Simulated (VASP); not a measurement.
The system is HfS2.

```
Hf S
1.0
     3.63966    0.00000    0.00000
    -1.81983    3.15204    0.00000
     0.00000    0.00000    6.05556
Hf S
1 2
Cartesian
  0.0000 0.0000 0.0000
  1.8198 1.0507 4.6262
  0.0000 2.1014 1.4294
```

The cell is a database's computed one.

| Quantity | Value |
| --- | --- |
| Program | VASP 6.6.1 |
| Task | relaxation of cell and atoms |
| Functional | PBE |
| Dispersion | D3(BJ) |
| Potentials or basis | VASP PAW PBE potentials, release 64 (Hf_pv, S) |
| Cutoff | 700 eV |
| k mesh | 12 × 12 × 6 |
| Occupations | gaussian, width 0.02 eV |
| Spin | no spin polarisation |

At the start: pressure -1.0 GPa; volume 23.16 Å³/atom.

Where does the relaxation end?

Over 15 steps the energy falls by 10.0 meV/atom and the volume is 21.54 Å³/atom (-7.0 %); space group P-3m1 (No. 164, to 0.05 Å).

Step by step:
| step | energy change (eV) | largest force (eV/Å) | pressure (GPa) | volume (Å³) |
| --- | --- | --- | --- | --- |
| 1 | 0.0000 | 0.1630 | -1.05 | 69.47 |
| 2 | -0.0064 | 0.3150 | 0.69 | 67.96 |
| 3 | -0.0065 | 0.2991 | 0.51 | 68.11 |
| 4 | -0.0122 | 0.1503 | 0.10 | 67.80 |
| 5 | -0.0135 | 0.0357 | -0.20 | 67.57 |
| 6 | -0.0171 | 0.0310 | -0.21 | 67.19 |
| 7 | -0.0257 | 0.0170 | -0.19 | 66.04 |
| 8 | -0.0274 | 0.0260 | 0.13 | 63.74 |
| 9 | -0.0298 | 0.0088 | -0.03 | 64.86 |
| 10 | -0.0299 | 0.0050 | -0.01 | 64.70 |
| 11 | -0.0299 | 0.0037 | 0.00 | 64.64 |
| 12 | -0.0299 | 0.0046 | -0.01 | 64.64 |
| 13 | -0.0299 | 0.0022 | -0.01 | 64.64 |
| 14 | -0.0299 | 0.0035 | 0.04 | 64.62 |
| 15 | -0.0299 | 0.0008 | 0.00 | 64.63 |

Final structure:
```
Hf S
1.0
     3.59881    0.00000    0.00000
    -1.79941    3.11666    0.00000
     0.00000    0.00000    5.76249
Hf S
1 2
Direct
  0.00000 0.00000 0.00000
  0.66667 0.33333 0.74767
  0.33333 0.66667 0.25233
```
